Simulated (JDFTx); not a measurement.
Tb:

```xyz
1
Lattice="-2.0100 2.0100 2.0100 2.0100 -2.0100 2.0100 2.0100 2.0100 -2.0100" Properties=species:S:1:pos:R:3 pbc="T T T"
Tb    0.0000    0.0000    0.0000
```

This isn't the form of Tb at room conditions, which is hcp.

A run of JDFTx 1.7.0 (patched build) on this cell left the log below. Logs are shortened: lines on timing, memory, paths and dates and some standing lists are left out, and cuts for length are marked.

```text
*************** JDFTx 1.7.0 (patched build) ***************

Input parsed successfully to the following command list (including defaults):
[... the input with its defaults ...]

---------- Setting up symmetries ----------

Found 48 point-group symmetries of the bravais lattice
Found 48 space-group symmetries with basis
Applied RMS atom displacement 0 bohrs to make symmetries exact.

---------- Initializing the Grid ----------
R =
[     -3.79835      3.79835      3.79835  ]
[      3.79835     -3.79835      3.79835  ]
[      3.79835      3.79835     -3.79835  ]
unit cell volume = 219.202
G =
[ -1.50047e-17   0.827094   0.827094  ]
[   0.827094 -1.50047e-17   0.827094  ]
[   0.827094   0.827094 -1.50047e-17  ]
Minimum fftbox size, Smin = [  32  32  32  ]
Chosen fftbox size, S = [  32  32  32  ]

---------- Exchange Correlation functional ----------
Initalized PBE GGA exchange.
Initalized PBE GGA correlation.

---------- Setting up pseudopotentials ----------
Width of ionic core gaussian charges (only for fluid interactions / plotting) set to 0

Reading pseudopotential file 'pseudo/Tb.upf':
  'Tb' pseudopotential, 'PBE' functional
  Generated using ONCVPSP code by D. R. Hamann
  11 valence electrons, 4 orbitals, 7 projectors, 1001 radial grid points, with lMax = 3
    5S    l: 0   occupation:  2.0   eigenvalue: -1.884296
    5P    l: 1   occupation:  6.0   eigenvalue: -1.024907
    5D    l: 2   occupation:  1.0   eigenvalue: -0.089065
    6S    l: 0   occupation:  2.0   eigenvalue: -0.154140
  Core radius for overlap checks: 2.47 bohrs.

Initialized 1 species with 1 total atoms.

Folded 1 k-points by 9x9x9 to 729 k-points.

---------- Setting up k-points, bands, fillings ----------
Reduced to 35 k-points under symmetry.
Computing the number of bands and number of electrons
Calculating initial fillings.
nElectrons:  11.000000   nBands: 11   nStates: 35

----- Setting up reduced wavefunction bases (one per k-point) -----
average nbasis = 1309.000 , ideal nbasis = 1308.726

---------- Setting up ewald sum ----------
Optimum gaussian width for ewald sums = 2.371607 bohr.
Real space sum over 2197 unit cells with max indices [  6  6  6  ]
Reciprocal space sum over 2197 terms with max indices [  6  6  6  ]

---------- Allocating electronic variables ----------
Initializing wave functions:  linear combination of atomic orbitals
Note: number of bands (11) exceeds available atomic orbitals (10)
Tb pseudo-atom occupations:   s ( 2 2 )  p ( 6 )  d ( 1 )
	FillingsUpdate:  mu: +0.389472666  nElectrons: 11.000000
LCAOMinimize: Iter:   0  F: -38.0330840677810471  |grad|_K:  6.625e-05  alpha:  1.000e+00
	FillingsUpdate:  mu: +0.389339268  nElectrons: 11.000000
LCAOMinimize: Iter:   1  F: -38.0330927261081086  |grad|_K:  4.586e-06  alpha:  9.321e-01  linmin: -2.888e-03  cgtest:  4.187e-02
	FillingsUpdate:  mu: +0.389345993  nElectrons: 11.000000
LCAOMinimize: Iter:   2  F: -38.0330927696976175  |grad|_K:  2.151e-07  alpha:  9.778e-01  linmin: -1.579e-05  cgtest: -2.428e-02
	FillingsUpdate:  mu: +0.389345623  nElectrons: 11.000000
LCAOMinimize: Iter:   3  F: -38.0330927697885670  |grad|_K:  5.910e-09  alpha:  9.336e-01  linmin: -3.853e-02  cgtest:  3.345e-01
LCAOMinimize: Encountered beta<0, resetting CG.
LCAOMinimize: Converged (|Delta F|<1.000000e-06 for 2 iters).

-------- Electronic minimization -----------
Will mix electronic density at each iteration.
	FillingsUpdate:  mu: +0.389345623  nElectrons: 11.000000
	FillingsUpdate:  mu: +0.382511711  nElectrons: 11.000000
SCF: Cycle:  0   F: -38.045501579143036   dF: -1.241e-02   |Residual|: 2.469e-02   |deigs|: 6.001e-02
	FillingsUpdate:  mu: +0.380487827  nElectrons: 11.000000
SCF: Cycle:  1   F: -38.045952482789801   dF: -4.509e-04   |Residual|: 1.349e-02   |deigs|: 6.274e-03
	FillingsUpdate:  mu: +0.378314329  nElectrons: 11.000000
SCF: Cycle:  2   F: -38.046116805004331   dF: -1.643e-04   |Residual|: 3.170e-03   |deigs|: 6.130e-03
	FillingsUpdate:  mu: +0.378526895  nElectrons: 11.000000
SCF: Cycle:  3   F: -38.046116651659588   dF: +1.533e-07   |Residual|: 1.195e-03   |deigs|: 9.545e-04
	FillingsUpdate:  mu: +0.378351228  nElectrons: 11.000000
SCF: Cycle:  4   F: -38.046118190390260   dF: -1.539e-06   |Residual|: 1.691e-04   |deigs|: 5.584e-04
	FillingsUpdate:  mu: +0.378329373  nElectrons: 11.000000
SCF: Cycle:  5   F: -38.046118197062754   dF: -6.672e-09   |Residual|: 1.577e-04   |deigs|: 1.159e-04
	FillingsUpdate:  mu: +0.378339685  nElectrons: 11.000000
SCF: Cycle:  6   F: -38.046118211952894   dF: -1.489e-08   |Residual|: 1.703e-05   |deigs|: 3.098e-04
	FillingsUpdate:  mu: +0.378340502  nElectrons: 11.000000
SCF: Cycle:  7   F: -38.046118212231804   dF: -2.789e-10   |Residual|: 2.768e-06   |deigs|: 2.513e-04
	FillingsUpdate:  mu: +0.378340460  nElectrons: 11.000000
SCF: Cycle:  8   F: -38.046118212260772   dF: -2.897e-11   |Residual|: 1.016e-06   |deigs|: 6.714e-05
SCF: Converged (|Delta E|<1.000000e-09 for 2 iters).

Setting wave functions to eigenvectors of Hamiltonian
Converging empty states (this may take a while): |deigs|: 3.330e-04

# Stress tensor in Cartesian coordinates [Eh/a0^3]:
[  1.29319e-05            0            0  ]
[            0  1.29319e-05            0  ]
[            0            0  1.29319e-05  ]

# Ionic positions in lattice coordinates:
ion Tb   0.000000000000000   0.000000000000000   0.000000000000000 1

# Forces in Cartesian coordinates:
force Tb  -0.000000000000000  -0.000000000000000  -0.000000000000000 1

# Energy components:
   Eewald =      -28.9828020152745935
       EH =        5.7449276838068908
     Eloc =      -20.0990557054008363
      Enl =        1.1603374400962367
      Exc =      -10.7618382901304876
 Exc_core =        4.5946342067527643
       KE =       10.2984880388501114
-------------------------------------
     Etot =      -38.0453086412999184
       TS =        0.0008095709608538
-------------------------------------
        F =      -38.0461182122607724

IonicMinimize: Iter:   0  F: -38.046118212260772  |grad|_K:  0.000e+00
IonicMinimize: Converged (|grad|_K<1.000000e-04).

#--- Lowdin population analysis ---
# oxidation-state Tb +0.030

Dumping 'run.eigStats' ...
	eMin: -1.313212 at state 0 ( [ +0.000000 +0.000000 +0.000000 ] spin 0 )
	HOMO: +0.377911 at state 9 ( [ +0.000000 +0.222222 +0.222222 ] spin 0 )
	mu  : +0.378340
	LUMO: +0.380038 at state 16 ( [ +0.111111 +0.222222 +0.222222 ] spin 0 )
	eMax: +0.814502 at state 12 ( [ +0.111111 +0.111111 +0.111111 ] spin 0 )
	HOMO-LUMO gap: +0.002128
	Optical gap  : +0.007274 at state 16 ( [ +0.111111 +0.222222 +0.222222 ] spin 0 )
Done!
```

Q: Write the input and the command behind it.

A: Single point with PBE, no spin polarisation. The files as run (others can give the same):

Tb.in
```
lattice \
   -3.7983495105     3.7983495105     3.7983495105 \
    3.7983495105    -3.7983495105     3.7983495105 \
    3.7983495105     3.7983495105    -3.7983495105
coords-type Lattice
ion Tb     0.0000000000     0.0000000000     0.0000000000 1

ion-species pseudo/Tb.upf
elec-cutoff 25
elec-ex-corr gga-PBE
kpoint-folding 9 9 9
elec-smearing Fermi 0.0018374661
elec-n-bands 11
electronic-SCF nIterations 100 energyDiffThreshold 1e-09
electronic-minimize nIterations 30 energyDiffThreshold 1e-7
converge-empty-states yes
forces-output-coords Cartesian

dump-name run.$VAR
dump End Ecomponents EigStats BandEigs Kpoints Forces Stress
```

Potentials or basis: PseudoDojo-SR-PBE-0.4 3+ lanthanide files with smoothed tails.
The run is started by
```sh
$ jdftx -c 1 -i Tb.in -o Tb.out
```

Caveat: the 4f electrons are frozen in the core as for a trivalent ion, so they carry no moment and show no levels.
